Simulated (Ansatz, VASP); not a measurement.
Pb4O in VASP and in Ansatz

Contents of INCAR:

```
PREC = Accurate
ENCUT = 520
EDIFF = 1E-6
ISMEAR = 0
SIGMA = 0.1
LREAL = F
LASPH = T
NELM = 100
ALGO = Normal
ISIF = 2
LWAVE = F
LCHARG = F
GGA = PE
NBANDS = 39
```

KPOINTS

```
Automatic mesh
0
Gamma
  4 4 4
```

Contents of POSCAR:

```
Pb4O
1.0
    5.4170349400      0.0000000000      0.0000000000
    0.0000000000      5.4170349400      0.0000000000
    0.0000000000      0.0000000000      5.4170349400
Pb O
4 1
Direct
    0.0000000000      0.5000000000      0.5000000000
    0.5000000000      0.0000000000      0.5000000000
    0.5000000000      0.5000000000      0.0000000000
    0.5000000000      0.5000000000      0.5000000000
    0.0000000000      0.0000000000      0.0000000000
```

Input for Ansatz:

```yaml
crystal:
  lattice:
    - [5.41703494, 0.0, 0.0]
    - [0.0, 5.41703494, 0.0]
    - [0.0, 0.0, 5.41703494]
  atoms:
    - { symbol: Pb, position: [0.0, 0.5, 0.5] }
    - { symbol: Pb, position: [0.5, 0.0, 0.5] }
    - { symbol: Pb, position: [0.5, 0.5, 0.0] }
    - { symbol: Pb, position: [0.5, 0.5, 0.5] }
    - { symbol: O, position: [0.0, 0.0, 0.0] }
basis:
  ecutwfc: 420
kpoints:
  mp_grid: { grid: [4, 4, 4] }
hamiltonian:
  xc: pbe
scf:
  occupations: { method: gaussian, width: 0.1 }
  lower_state_search: "off"
output:
  forces: true
  stress: true
  eigenvalues: true
```

Alike in both runs: task single point; functional PBE; k mesh 4 × 4 × 4; occupations gaussian, width 0.1 eV; no spin polarisation.

```csv
,VASP,Ansatz
version,VASP 6.6.1,Ansatz 0.2.0
potentials or method,"VASP PAW PBE potentials, release 64 (Pb_d, O)","scalar-relativistic, plane waves, PAW"
plane-wave cutoff (eV),520,420
valence electrons in the cell,62,62
```

|  | VASP | Ansatz | Ansatz less VASP |
| --- | --- | --- | --- |
| gap on the k mesh at the Fermi level (eV) | none | none | - |
| pressure (GPa) | 12.7 | 12.8 | +0.10 |

A gap of «none» marks a metal or a gap that the smearing closes.

The runs have no spin-orbit coupling, so splittings on Pb are missing.
